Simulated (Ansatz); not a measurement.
Space group P6_3/mmc (No. 194). a = 2.481 Å, b = 2.481 Å, c = 4.016 Å, α = 90.00°, β = 90.00°, γ = 120.00°
```tsv
atom	site	symmetry	x	y	z
Mn	2c	-6m2	0.6667	0.3333	0.7500
```

Equation of state of this Mn structure (not necessarily the ground state), with shape and atoms relaxed at each volume where symmetry leaves them free. It has no gap at any of these volumes. The calculation used DFT PBE, scalar-relativistic, plane waves, PAW in Ansatz 0.2.0.

Plane waves to 420 eV, a k mesh through Γ of 21×21×10 on the computed 2-atom cell and Gaussian smearing (0.10 eV); no spin polarisation.

| V (Å³/atom) | E − E(largest V) (meV/atom) | P (GPa) |
| --- | --- | --- |
| 9.421 | 89.99 | 47.46 |
| 9.742 | 10.35 | 32.58 |
| 10.063 | -41.79 | 19.94 |
| 10.384 | -70.55 | 9.17 |
| 10.705 | -79.39 | 0.01 |
| 11.026 | -71.29 | -7.78 |
| 11.347 | -48.77 | -14.41 |
| 11.776 | 0.00 | -21.71 |

**Question.** Fit a third-order Birch–Murnaghan equation to E(V).

**Answer.** V0 = 10.70 Å³/atom, B0 = 281 GPa, B0' = 4.3.

Spin polarisation was left out, and a magnetic state may lie lower.

This form isn't the element's structure at ambient conditions.